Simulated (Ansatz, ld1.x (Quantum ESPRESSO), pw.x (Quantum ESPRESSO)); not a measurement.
## Te: does the RRKJ potential hold in the solid?

| Quantity | Value |
| --- | --- |
| Element | Te (Z = 52) |
| Generator | ld1.x (Quantum ESPRESSO) 7.5 |
| Type | norm-conserving RRKJ (Kleinman–Bylander form) |
| Functional | LDA (PW92) |
| Relativity | scalar-relativistic |
| Frozen core | [Kr] |
| Valence charge | 16 |
| Reference configuration | 4d10 5s2 5p3 (charge +1) |
| Partial waves | 5p (bound): rc 1.70 bohr; 4d (bound): rc 1.20 bohr; 5s (bound): rc 1.75 bohr |
| Local potential | the s channel |
| Core correction | Bessel-smoothed model core inside 0.95 bohr |

Atomic tests: cutoffs needed: 100 Ry and 120 Ry (the cutoffs (Ry, on a coarse ladder) from which the occupation-weighted sum of valence levels, in a spherical-Bessel basis at the reference potential, stays within 10 and 1 mRy of its value at 400 Ry); ghost test: no extra level below or beside the all-electron valence levels (p, d, s, f tested) (spherical-Bessel basis up to 400 Ry, 20 bohr box); largest excitation error: -456 meV (all-electron minus pseudo) for 4d9 5s2 5p5, out of 7 test configurations.

Crystal test: fcc Te in pw.x 7.5, no spin, 12³ k-points, Fermi–Dirac smearing 0.01 Ry, cutoffs 145/580 Ry. The reference is all-electron LAPW (Ansatz 0.2.0) with the same functional, mesh and smearing; V0 and B0 come from Birch–Murnaghan fits to the pressures at five volumes. Errors are pseudo minus all-electron; Δ is the rms difference of the E(V) curves that follow from these fits, minima aligned, over ±6 % about the mean V0. Mesh and smearing are coarse, so the numbers serve the comparison and aren't converged zero-temperature values; the lattice is a test structure that the element need not adopt.

| V (Å³/atom) | P all-electron (GPa) | P pseudo (GPa) |
| --- | --- | --- |
| 25.065 | 4.19 | 7.30 |
| 25.724 | 2.10 | 4.89 |
| 26.384 | 0.29 | 2.79 |
| 27.044 | -1.29 | 0.97 |
| 27.703 | -2.66 | -0.61 |

All-electron: a0 = 4.733 Å (V0 = 26.50 Å³/atom), B0 = 66.2 GPa.

Pseudopotential: mean pressure error (GPa): +2.54; a0 (Å): 4.788; a0 error (%): +1.17; B0 error (%): -1.7; Δ (meV/atom): 13.6. This is a poor potential for the solid.

**Question.** At the middle volume, how do free energy and pressure move when the wave cutoff is lowered (ecutrho kept at four times it)?

**Answer.**

```json
{"cutoff (Ry)": "65", "shift of F (meV/atom)": "+9915.9", "shift of P (GPa)": "-306.95"}
{"cutoff (Ry)": "87", "shift of F (meV/atom)": "+471.1", "shift of P (GPa)": "-27.63"}
{"cutoff (Ry)": "116", "shift of F (meV/atom)": "+5.7", "shift of P (GPa)": "+0.07"}
```

The run at the middle volume (72 k-points, 8 iterations) took about 94 s on one core of a shared host (Neoverse-V1, 32 threads, 247 GiB, load 20).
